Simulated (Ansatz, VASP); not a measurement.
KBr: VASP beside Ansatz

The input INCAR:

```
SYSTEM = KBr
ALGO = Normal
EDIFF = 1E-6
ENCUT = 520
GGA = CA
ISIF = 2
ISMEAR = 0
LASPH = .True.
LCHARG = .True.
LELF = .True.
LREAL = .False.
LVHAR = .True.
LWAVE = .False.
NBANDS = 15
NELM = 60
PREC = Accurate
SIGMA = 0.05
```

The input KPOINTS:

```
k-points
0
Gamma
  6 6 6
  0 0 0
```

The input POSCAR:

```
KBr
1.0
    4.0434990000      0.0000000000      0.0000000000
    0.0000000000      4.0434990000      0.0000000000
    0.0000000000      0.0000000000      4.0434990000
K Br
1 1
Direct
   -0.0262312461     -0.0262312461     -0.0741931678
    0.5000000000      0.5000000000      0.5000000000
```

Input for Ansatz:

```yaml
crystal:
  lattice:
    - [4.043499, 0.0, 0.0]
    - [0.0, 4.043499, 0.0]
    - [0.0, 0.0, 4.043499]
  atoms:
    - { symbol: K, position: [-0.0262312461, -0.0262312461, -0.0741931678] }
    - { symbol: Br, position: [0.5, 0.5, 0.5] }
basis:
  ecutwfc: 420
kpoints:
  mp_grid: { grid: [6, 6, 6] }
hamiltonian:
  xc: lda
scf:
  occupations: { method: gaussian, width: 0.05 }
output:
  forces: true
  stress: true
  eigenvalues: true
```

Alike in both runs: task single point; functional LDA; k mesh 6 × 6 × 6; occupations gaussian, width 0.05 eV; no spin polarisation.

|  | VASP | Ansatz |
| --- | --- | --- |
| version | VASP 6.6.1 | Ansatz 0.2.0 |
| potentials or method | VASP PAW LDA potentials, release 64 (K_sv, Br) | scalar-relativistic, plane waves, PAW |
| plane-wave cutoff (eV) | 520 | 420 |
| valence electrons in the cell | 16 | 16 |

Ansatz gave:

- gap on the k mesh at the Fermi level (eV): 3.51
- least direct gap on the mesh (eV): 3.77
- pressure (GPa): -2.2
- largest component of the traceless stress (GPa): 0.26
- rms of the force components (eV/Å): 0.077

Task: What did VASP give for the same quantities?

Result: gap on the k mesh at the Fermi level (eV): 3.52; least direct gap on the mesh (eV): 3.78; pressure (GPa): -2.1; largest component of the traceless stress (GPa): 0.27; rms of the force components (eV/Å): 0.080.

Atom by atom the forces differ by 0.004 eV/Å (rms over components).

A k mesh can miss the band edges.
